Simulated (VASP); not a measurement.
# H (I4/mmm) in VASP: further runs

One crystal, H, is run at these levels: PBE; tasks: single point.

Program: VASP 6.6.1. These are calculated values, not measurements. Logs are shortened: lines on timing, memory, paths and dates and some standing lists are left out, and cuts for length are marked.

### 1 Starting point

The structure is tetragonal, space group I4/mmm (No. 139). Conventional cell: a = 3.383 Å, b = 3.383 Å, c = 4.117 Å, α = 90.00°, β = 90.00°, γ = 90.00°. H (site symmetry 4mm) has 1 H at 0.74 Å as nearest neighbours.

### 2 Single point, PBE

The input, INCAR:

```
SYSTEM = H
  PREC = Accurate
  ENCUT = 300
  EDIFF = 1E-6
  ISMEAR = 0
  SIGMA = 0.05
  LREAL = .FALSE.
  LASPH = .TRUE.
  NELM = 100
  ALGO = Normal
  ISIF = 2
  LWAVE = .FALSE.
  LCHARG = .FALSE.
  GGA = PE
  ADDGRID = .FALSE.
```

The input, KPOINTS:

```
Automatic mesh
0
G
  3 3 3
  0 0 0
```

The input, POSCAR:

```
H
1.0
   -1.6915344700      1.6915344700      2.0584739900
    1.6915344700     -1.6915344700      2.0584739900
    1.6915344700      1.6915344700     -2.0584739900
H
2
Direct
    0.0901377100      0.0901377100      0.0000000000
    0.9098622900      0.9098622900      0.0000000000
```

Potentials or basis: VASP PAW PBE potentials, release 64 (H).

Started as:

```console
$ cat potpaw_PBE.64/H/POTCAR > POTCAR
$ mpirun -np 1 vasp_std > vasp.out
```

OUTCAR:

```text
SYSTEM = H
   PREC = Accurate
   ENCUT = 300
   EDIFF = 1E-6
   ISMEAR = 0
   LREAL = .FALSE.
   LASPH = .TRUE.
   NELM = 100
   ISIF = 2
   GGA = PE

 Found      6 irreducible k-points:

 Following reciprocal coordinates:
            Coordinates               Weight
  0.000000  0.000000  0.000000      1.000000
  0.333333 -0.000000  0.000000      8.000000
  0.333333  0.333333  0.000000      8.000000
 -0.333333  0.333333  0.000000      4.000000
 -0.333333  0.333333  0.333333      4.000000
 -0.333333 -0.333333  0.333333      2.000000
   k-points           NKPTS =      6   k-points in BZ     NKDIM =      6   number of bands    NBANDS=      5
   number of dos      NEDOS =    301   number of ions     NIONS =      2
   total plane-waves  NPLWV =   5832
   dimension x,y,z NGX =    18 NGY =   18 NGZ =   18
   dimension x,y,z NGXF=    36 NGYF=   36 NGZF=   36
   ions per type =               2
   NGX,Y,Z   is equivalent  to a cutoff of   9.48,  9.48,  9.48 a.u.
   NGXF,Y,Z  is equivalent  to a cutoff of  18.96, 18.96, 18.96 a.u.
 SYSTEM =  H
   PREC   = accura    normal or accurate (medium, high low for compatibility)
   ISTART =      0    job   : 0-new  1-cont  2-samecut
   ICHARG =      2    charge: 1-file 2-atom 10-const
   ISPIN  =      1    spin polarized calculation?
   LNONCOLLINEAR =      F non collinear calculations
   LSORBIT =      F    spin-orbit coupling
   LASPH  =      T    aspherical Exc in radial PAW
   ENCUT  =  300.0 eV  22.05 Ry    4.70 a.u.   4.46  4.46  4.46*2*pi/ulx,y,z
   NELM   =    100;   NELMIN=  2; NELMDL= -5     # of ELM steps
   EDIFF  = 0.1E-05   stopping-criterion for ELM
   LREAL  =      F    real-space projection
   EDIFFG = 0.1E-04   stopping-criterion for IOM
   NSW    =      0    number of steps for IOM
   IBRION =     -1    ionic relax: 0-MD 1-quasi-New 2-CG
   NFREE  =      0    steps in history (QN), initial steepest desc. (CG)
   ISIF   =      2    stress and relaxation
   ISYM   =      2    0-nonsym 1-usesym 2-fastsym
   POTIM  = 0.5000    time-step for ionic-motion
   TEBEG  =    0.0;   TEEND  =   0.0 temperature during run
   PSTRESS=    0.0 pullay stress
   NELECT =       2.0000    total number of electrons
   NUPDOWN=      -1.0000    fix difference up-down
   EMIN   =  10.00;   EMAX   =-10.00  energy-range for DOS
   EFERMI =   0.00;   METHOD = LEGACY
   ISMEAR =     0;   SIGMA  =   0.05  broadening in eV -4-tet -1-fermi 0-gaus
   EFERMI_NEDOS =   21; number of points for ismear=-14 and -15
   IALGO  =     38    algorithm
   IMIX   =      4    mixing-type and parameters
     AMIX     =   0.40;   BMIX     =  1.00
     AMIX_MAG =   1.60;   BMIX_MAG =  1.00
  volume/ion in A,a.u.               =      11.78        79.49
  Fermi-wavevector in a.u.,A,eV,Ry     =   0.719497  1.359653  7.043413  0.517676
  Thomas-Fermi vector in A             =   1.808708
   LORBIT       =      0    0 simple, 1 ext, 2 COOP (PROOUT), +10 PAW based schemes
   GGA     = PE    functional components
   LHFCALC =     F    Hartree Fock is set to
   AEXX    =    0.0000 exact exchange contribution
   IVDW    =     0    specifies the selected vdW correction
   LEPSILON=     F    determine dielectric tensor
   LRPA    =     F    only Hartree local field effects (RPA)
 non-spin polarized calculation
 Gauss-broadening in eV      SIGMA  =   0.05
  energy-cutoff  :      300.00
  volume of cell :       23.56
 maximum number of plane-waves:       289
 NGX is ok and might be reduce to    18
   NGX =  9   NGY =  9   NGZ =  9

 number of electron       1.9999998 magnetization

 Free energy of the ion-electron system (eV)
  ---------------------------------------------------
  ext. energy  EPLUGINS =         0.00000000
  ---------------------------------------------------
  free energy    TOTEN  =        -6.74004820 eV

  energy without entropy =       -6.74004820  energy(sigma->0) =       -6.74004820

 E-fermi :  -8.2843     XC(G=0):  -5.3655

 val. band max:       -8.5265872954   @ k =  -0.3333   0.3333   0.3333
 cond. band min:       1.7188816562   @ k =  -0.3333  -0.3333   0.3333
 fundamental gap:     10.2454689516
 Fermi energy:        -8.2843149860

 k-point     1 :       0.0000    0.0000    0.0000
  band No.  band energies     occupation
      1     -10.5139      2.00000
      2       5.4464      0.00000
      3       8.9435      0.00000
      4      15.3735      0.00000
      5      15.3735      0.00000

 k-point     2 :       0.3333   -0.0000    0.0000
  band No.  band energies     occupation
      1      -9.4076      2.00000
      2       1.8535      0.00000
      3       9.2749      0.00000
      4      10.8858      0.00000
      5      12.5810      0.00000

 k-point     3 :       0.3333    0.3333    0.0000
  band No.  band energies     occupation
      1      -8.6525      2.00000
      2       2.2166      0.00000
      3       4.2257      0.00000
      4       9.3597      0.00000
      5      11.3610      0.00000

 k-point     4 :      -0.3333    0.3333    0.0000
  band No.  band energies     occupation
      1      -9.2587      2.00000
      2       3.2000      0.00000
      3       6.4628      0.00000
      4       9.8007      0.00000
      5      11.5163      0.00000

 k-point     5 :      -0.3333    0.3333    0.3333
  band No.  band energies     occupation
      1      -8.5266      2.00000
      2       3.2562      0.00000
      3       3.7630      0.00000
      4       9.3803      0.00000
      5       9.6698      0.00000

 k-point     6 :      -0.3333   -0.3333    0.3333
  band No.  band energies     occupation
      1      -8.7762      2.00000
      2       1.7189      0.00000
      3       8.9471      0.00000
      4       8.9471      0.00000
      5      10.8839      0.00000

------------------------ aborting loop because EDIFF is reached ----------------------------------------

  FORCE on cell =-STRESS in cart. coord.  units (eV):
  Direction    XX          YY          ZZ          XY          YZ          ZX
  --------------------------------------------------------------------------------------
  -------------------------------------------------------------------------------------
  Total       -0.2970019     -0.2970019     -0.0836757      0.0000000      0.0000000      0.0000000
  in kB      -20.1977410    -20.1977410     -5.6903996      0.0000000      0.0000000      0.0000000
  external PRESSURE =     -15.3619605 kB  Pullay stress =       0.0000000 kB

 VOLUME and BASIS-vectors are now :
 -----------------------------------------------------------------------------
  energy-cutoff  :      300.00
  volume of cell :       23.56
      direct lattice vectors                 reciprocal lattice vectors
    -1.691534470  1.691534470  2.058473990     0.000000000  0.295589602  0.242898381
     1.691534470 -1.691534470  2.058473990     0.295589602  0.000000000  0.242898381
     1.691534470  1.691534470 -2.058473990     0.295589602  0.295589602  0.000000000

 POSITION                                       TOTAL-FORCE (eV/Angst)
 -----------------------------------------------------------------------------------
      0.00000      0.00000      0.37109         0.000000      0.000000      0.298793
      0.00000      0.00000      3.74586        -0.000000     -0.000000     -0.298793
 -----------------------------------------------------------------------------------
    total drift:                               -0.000000      0.000000      0.000000

  FREE ENERGIE OF THE ION-ELECTRON SYSTEM (eV)
  ---------------------------------------------------
  free  energy   TOTEN  =        -6.7400482016 eV

  energy  without entropy=       -6.7400482016  energy(sigma->0) =       -6.74004820
```

Wall time 1.3 s (1 thread of Intel Xeon Platinum 8488C (Sapphire Rapids), shared host); peak memory 0.1 GiB.

The run converged, but some of its settings lie outside the range that counts as converged, so its numbers aren't taken as properties of the crystal.

Results:

```
Free energy            : -6.7400 eV
Pressure               : -1.5 GPa
Largest force          : 0.299 eV/Å
Band gap on the k mesh : 10.25 eV, indirect (least direct gap 10.50 eV)
```

Caveat: the k mesh is coarse (spacing up to 0.88 Å⁻¹), so the values aren't converged; the cutoff is under 1.25 times the usual one of these potentials, so pressure, stress and relaxed cells hold a basis-set (Pulay) error; an odd mesh through Γ misses points on the zone boundary, where band edges often lie.

### 3 Single point, PBE

INCAR is that of step 2.

KPOINTS is that of step 2.

The input, POSCAR:

```
H
1.0
   -1.6915344700      1.6915344700      2.0584739900
    1.6915344700     -1.6915344700      2.0584739900
    1.6915344700      1.6915344700     -2.0584739900
H
2
Direct
    0.0961830000      0.0949540000      0.0224580000
    0.9170920000      0.8909110000      0.0100700000
```

Potentials or basis: VASP PAW PBE potentials, release 64 (H).

Started as:

```console
$ cat potpaw_PBE.64/H/POTCAR > POTCAR
$ mpirun -np 1 vasp_std > vasp.out
```

Wall time 1.4 s (1 thread of Intel Xeon Platinum 8488C (Sapphire Rapids), shared host); peak memory 0.1 GiB.

These settings aren't checked as converged: the numbers below hold their error.

Results:

```
Free energy            : -6.7376 eV
Pressure               : -2.9 GPa
Largest force          : 0.475 eV/Å
Band gap on the k mesh : 10.00 eV, indirect (least direct gap 10.25 eV)
```

Caveat: the k mesh is coarse (spacing up to 0.88 Å⁻¹), so the values aren't converged; the cutoff is under 1.25 times the usual one of these potentials, so pressure, stress and relaxed cells hold a basis-set (Pulay) error; an odd mesh through Γ misses points on the zone boundary, where band edges often lie.

### 4 Single point, PBE

INCAR: that of step 3 with these lines changed.

```diff
@@ -2,3 +2,3 @@
   PREC = Accurate
-  ENCUT = 300
+  ENCUT = 400
   EDIFF = 1E-6
```

KPOINTS is that of step 3.

The input, POSCAR:

```
H
1.0
   -1.6915344700      1.6915344700      2.0584739900
    1.6915344700     -1.6915344700      2.0584739900
    1.6915344700      1.6915344700     -2.0584739900
H
2
Direct
    0.0901377100      0.0901377100      0.0000000000
    0.9098622900      0.9098622900      0.0000000000
```

Started as:

```console
$ cat potpaw_PBE.64/H/POTCAR > POTCAR
$ mpirun -np 1 vasp_std > vasp.out
```

Run time: 1.5 s. Hardware: 1 thread of Intel Xeon Platinum 8488C (Sapphire Rapids), shared host; peak memory 0.12 GiB.

These settings aren't checked as converged: the numbers below hold their error.

Results:

* Free energy: -6.7724 eV
* Pressure: -0.1 GPa
* Largest force: 0.300 eV/Å
* Band gap on the k mesh: 10.27 eV, indirect (least direct gap 10.52 eV)

Caveat: the k mesh is coarse (spacing up to 0.88 Å⁻¹), so the values aren't converged; an odd mesh through Γ misses points on the zone boundary, where band edges often lie.

### 5 For comparison

An earlier run on the cell as given: functional PBE; potentials or basis VASP PAW PBE potentials, release 64 (H); cutoff 520 eV; k mesh 11 × 11 × 11; occupations fermi-dirac, width 0.05 eV; no spin polarisation.

- Pressure: 0.6 GPa
- Largest force: 0.264 eV/Å
- Band gap on the k mesh: 9.05 eV, indirect (least direct gap 9.84 eV)
